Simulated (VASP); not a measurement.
A run of VASP 6.6.1 is set up as follows.

File INCAR:

```
ALGO = Normal ; EDIFF = 1E-6
EDIFFG = -0.01 ; ENCUT = 600
GGA = PS ; IBRION = 2
ISIF = 3 ; ISMEAR = 1
LASPH = T ; LCHARG = F
LREAL = F ; LWAVE = F
NELM = 80 ; NSW = 90
PREC = Accurate ; SIGMA = 0.1
```

File KPOINTS:

```
k-points
0
Gamma
  16 16 16
```

POSCAR

```
Pd
1.0
    0.0000000000      1.9465000000      1.9465000000
    1.9465000000      0.0000000000      1.9465000000
    1.9465000000      1.9465000000      0.0000000000
Pd
1
Direct
    0.0000000000      0.0000000000      0.0000000000
```

Potentials or basis: VASP PAW PBE potentials, release 64 (Pd).

Launch:

```bash
$ cat potpaw_PBE.64/Pd/POTCAR > POTCAR
$ mpirun -np 1 vasp_std > vasp.out
```

Question: Predict the band gap on the k mesh.

Answer: None (metal or under the smearing width).

Question: Predict the relaxed cell.

Answer: a = 2.739 Å, b = 2.739 Å, c = 2.739 Å, α = 60.00°, β = 60.00°, γ = 60.00°.

Question: Predict the relaxed volume.

Answer: 14.53 Å³/atom.

Final structure:
```xyz
1
Lattice="0.0000 1.9367 1.9367 1.9367 0.0000 1.9367 1.9367 1.9367 0.0000" Properties=species:S:1:pos:R:3 pbc="T T T"
Pd    0.0000    0.0000    0.0000
```

Caveat: the PAW data sets were made with another functional, which shifts forces and pressure a little.
